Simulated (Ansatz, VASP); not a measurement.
## Two plane-wave programs on Sr

```
Sr
1.0
     0.00000    3.16404    3.28574
     3.16404    0.00000    3.28574
     3.16404    3.16404    0.00000
Sr
1
Direct
  0.00000 0.00000 0.00000
```

Change from the starting cell: strain +0.040 along x and y, +0.080 along z, atoms carried along.

Alike in both runs: task single point; functional PBEsol; k mesh 10 × 10 × 10; occupations gaussian, width 0.03 eV; no spin polarisation.

|  | VASP | Ansatz |
| --- | --- | --- |
| version | VASP 6.6.1 | Ansatz 0.2.0 |
| potentials or method | VASP PAW PBE potentials, release 64 (Sr_sv) | scalar-relativistic, plane waves, PAW |
| plane-wave cutoff (eV) | 520 | 420 |
| valence electrons in the cell | 10 | 10 |

```tsv
	VASP	Ansatz	Ansatz less VASP
gap on the k mesh at the Fermi level (eV)	none	none	-
pressure (GPa)	-1.9	-1.9	-0.01
largest component of the traceless stress (GPa)	0.10	0.10	0.000
```

A gap of «none» marks a metal or a gap that the smearing closes.

Caveats: the PAW data sets were made with another functional, which shifts forces and pressure a little (VASP).
